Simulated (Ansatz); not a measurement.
# Ga: energy and pressure over a range of volumes

The task here is to estimate one member of a computed series from the others.

Method: DFT PBE, scalar-relativistic, in Ansatz 0.2.0.

### Starting point

Symmetry: Cmce, No. 64, orthorhombic system. Conventional cell: a = 4.511 Å, b = 7.645 Å, c = 4.517 Å, α = 90.00°, β = 90.00°, γ = 90.00°. Ga (site symmetry m) has 7 Ga at 2.44 to 2.79 Å as nearest neighbours.

As a file:

```cif
data_structure
_symmetry_space_group_name_H-M 'P 1'
_symmetry_Int_Tables_number 1
_cell_length_a 4.4382
_cell_length_b 4.4382
_cell_length_c 4.5167
_cell_angle_alpha 90.000
_cell_angle_beta 90.000
_cell_angle_gamma 118.916
_cell_volume 77.88
loop_
_atom_site_label
_atom_site_type_symbol
_atom_site_fract_x
_atom_site_fract_y
_atom_site_fract_z
_atom_site_occupancy
Ga1 Ga 0.15250 0.84750 0.07850 1
Ga2 Ga 0.65250 0.34750 0.42150 1
Ga3 Ga 0.84750 0.15250 0.92150 1
Ga4 Ga 0.34750 0.65250 0.57850 1
```

Atoms are numbered in the order of the input: Ga1, Ga2, Ga3, Ga4.

Set-up of the first run:

Input file input.yaml:

```yaml
crystal:
  lattice:
    - [2.2093095303, -3.744369942, 0.0]
    - [2.2093095303, 3.744369942, 0.0]
    - [0.0, 0.0, 4.4244965772]
  atoms:
    - { symbol: Ga, position: [0.1525, 0.8475, 0.0785] }
    - { symbol: Ga, position: [0.6525, 0.3475, 0.4215] }
    - { symbol: Ga, position: [0.8475, 0.1525, 0.9215] }
    - { symbol: Ga, position: [0.3475, 0.6525, 0.5785] }
kpoints:
  mp_grid: { grid: [9, 9, 8] }
  band_path:
    path:
      - [0.0, 0.0, 0.0]
      - [-0.5, 0.5, 0.0]
      - [-0.337035342, 0.662964658, 0.0]
      - [0.337035342, 0.337035342, 0.0]
      - [0.0, 0.0, 0.0]
      - [0.0, 0.0, 0.5]
      - [0.337035342, 0.337035342, 0.5]
      - [-0.337035342, 0.662964658, 0.5]
      - [-0.5, 0.5, 0.5]
    npoints: 5
scf:
  occupations: { method: fermi_dirac, width: 0.05 }
hamiltonian:
  xc: pbe
  pseudopotentials: { kind: all_electron, lapw: { basis_error: 0.001 } }
output:
  forces: true
  stress: true
  eigenvalues: true
```

On the command line:

```sh
ansatz run input.yaml --threads 1 --pin off --max-ram 6144MiB --backend cpu --events-out ev --progress --plain --runs-dir out
```

Among the steps run: Volume × 0.94, LAPW; Volume × 0.94, PAW; Volume × 0.94, crystal datasets; Volume × 0.98, LAPW; Volume × 0.98, PAW; Volume × 0.98, crystal datasets; Volume × 1.01, LAPW; Volume × 1.01, PAW; Volume × 1.01, crystal datasets; Volume × 1.04, LAPW; Volume × 1.04, PAW; Volume × 1.04, crystal datasets.

One table of the session follows, with a row left open; its other results are not shown here.

It belongs to the step «The equation of state». 

```
          method  volume (Å³/atom)  pressure (GPa)  largest force (eV/Å)
            LAPW            18.301            6.69                 0.481
            LAPW            19.080               ?                     ?
            LAPW            19.664            1.71                 0.430
            LAPW            20.248            0.13                 0.413
             PAW            18.301            6.67                 0.483
             PAW            19.080            3.58                 0.450
             PAW            19.664            1.70                 0.431
             PAW            20.248            0.12                 0.415
crystal datasets            18.301            6.69                 0.481
crystal datasets            19.080            3.60                 0.449
crystal datasets            19.664            1.71                 0.430
crystal datasets            20.248            0.13                 0.414
```

Estimate the missing values for LAPW, 19.080.

The run gave: pressure (GPa): 3.60; largest force (eV/Å): 0.448.

Limits of these values: Warnings in the runs' records: crystal datasets made.
